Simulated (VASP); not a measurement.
A run of VASP 6.6.1 is set up as follows.

The input INCAR:

```
SYSTEM = ZnO
PREC     = Accurate       ! precision mode
ENCUT    = 520            ! plane-wave cutoff, eV
EDIFF    = 1E-6           ! SCF threshold, eV
ISMEAR   = -1             ! smearing method
SIGMA    = 0.05           ! smearing width, eV
LREAL    = .False.        ! projectors in reciprocal space
LASPH    = .True.         ! aspherical terms in the spheres
NELM     = 60             ! most SCF steps
ALGO     = Normal         ! electronic algorithm
ISIF     = 2              ! what is computed and relaxed
LWAVE    = .False.        ! write WAVECAR
LCHARG   = .False.        ! write CHGCAR
METAGGA  = R2SCAN         ! meta-GGA
LMIXTAU  = .True.
```

Contents of KPOINTS:

```
Automatic mesh
0
Gamma
  9 9 5
  0 0 0
```

Contents of POSCAR:

```
ZnO
1.0
    3.2493080000      0.0000000000      0.0000000000
   -1.6246540000      2.8139832727      0.0000000000
    0.0000000000      0.0000000000      5.2057090000
Zn O
2 2
Direct
    0.6666666667      0.3333333333      0.0000000000
    0.3333333333      0.6666666667      0.5000000000
    0.3333333333      0.6666666667      0.8790100000
    0.6666666667      0.3333333333      0.3790100000
```

Potentials or basis: VASP PAW PBE potentials, release 64 (Zn, O).

Run with:

```console
$ cat potpaw_PBE.64/Zn/POTCAR potpaw_PBE.64/O/POTCAR > POTCAR
$ mpirun -np 1 vasp_std > vasp.out
```

What does it give for the largest force?

0.086 eV/Å.

Predict the band gap on the k mesh.

1.23 eV, direct.

Estimate the pressure.

-0.2 GPa.

Stress tensor (GPa, compression positive):
```
-0.77  0.00  0.00
 0.00 -0.77  0.00
 0.00  0.00  0.98
```

Caveat: the PAW data sets were made with another functional, which shifts forces and pressure a little.

**Measured values to compare with.**

“Electronic structure of alkaline earth and post-transition metal oxides”, 2009, arxiv:0908.1581 quotes, for a bulk crystal of ZnO: band gap 3.37 eV.

Against the measured gap of ZnO, 3.37 eV (quoted in “Electronic structure of alkaline earth and post-transition metal oxides”, 2009, arxiv:0908.1581), the calculated 1.23 eV is off by -2.14 eV. So large a miss can be the level of theory's own, or it may mean another phase, state or a wrong row. The value is that of r2SCAN, without temperature or zero-point motion.
